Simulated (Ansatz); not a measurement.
LuH2:

```xyz
3
Lattice="0.0000 2.5165 2.5165 2.5165 0.0000 2.5165 2.5165 2.5165 0.0000" Properties=species:S:1:pos:R:3 pbc="T T T"
Lu    0.0000    0.0000    0.0000
H     3.7748    3.7748    3.7748
H     1.2583    1.2583    1.2583
```

Base run:

* Program: Ansatz 0.2.0
* Functional: PBEsol
* Potentials or basis: Ansatz PAW
* Cutoff: 420 eV (not typed: the program's choice for these potentials)
* k mesh: 9 × 9 × 9
* Occupations: fermi-dirac, width 0.05 eV
* Spin: no spin polarisation

Its results: band gap on the k mesh none (metal or under the smearing width); pressure -4.0 GPa.

**Question.** The run is repeated on the same cell with these changes: functional from PBEsol to LDA. What comes out?

**Answer.** Band gap on the k mesh none (metal or under the smearing width); pressure -6.7 GPa.

LDA binds more tightly than PBEsol, so the same cell stands under less pressure.

Caveats: spin-orbit coupling is left out, which moves the levels of the heavy elements; the PAW data sets come from PBE, with cores solved anew for the run's functional, which leaves a small shift of forces and pressure.
